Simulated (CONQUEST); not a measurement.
## Sn under changes of volume

One of the cells (33.803 Å³/atom); the others are scaled copies at fixed shape and fractional positions:

```xyz
4
Lattice="4.5726 0.0000 0.0000 0.0000 4.5726 0.0000 0.0000 0.0000 6.4667" Properties=species:S:1:pos:R:3 pbc="T T T"
Sn    0.0000    2.2863    1.6167
Sn    2.2863    0.0000    4.8500
Sn    0.0000    0.0000    3.2333
Sn    2.2863    2.2863    0.0000
```

This isn't the form of Sn at room conditions, which is tetragonal (white tin).

| Property | Result |
| --- | --- |
| Program | CONQUEST 1.3 |
| Functional | LDA |
| Potentials or basis | PseudoDojo NC LDA, DZP, grid of 48 × 48 × 64 points |
| k mesh | 6 × 6 × 4 |
| Occupations | fermi-dirac, width 0.05 eV |
| Spin | no spin polarisation |

```tsv
volume (Å³/atom)	energy over the lowest point (meV/atom)	pressure (GPa)
31.775	19.52	3.3
32.451	7.96	2.1
33.127	1.87	0.9
33.803	0.00	0.0
34.479	1.75	-0.8
35.155	6.94	-1.6
35.831	?	?
```

Problem. What does the run at 35.831 Å³/atom give?

Solution. Energy over the lowest point 15.48 meV/atom; pressure -2.4 GPa.

Worked out: A Birch-Murnaghan fit of order 3 (a polynomial in V^(-2/3)) to the other rows has its minimum at 33.78 Å³/atom with B0 = V·E''(V) = 45 GPa and B' = 7.3. It gives 14.63 meV/atom at 35.831 Å³/atom, against the run's 15.48, and -dE/dV = -2.1 GPa, against -2.4.

Energies are extrapolated to zero smearing.

Caveats: the basis of atomic orbitals isn't converged, which shifts pressures, moduli and gaps; the real-space grid breaks the cell's symmetry a little.
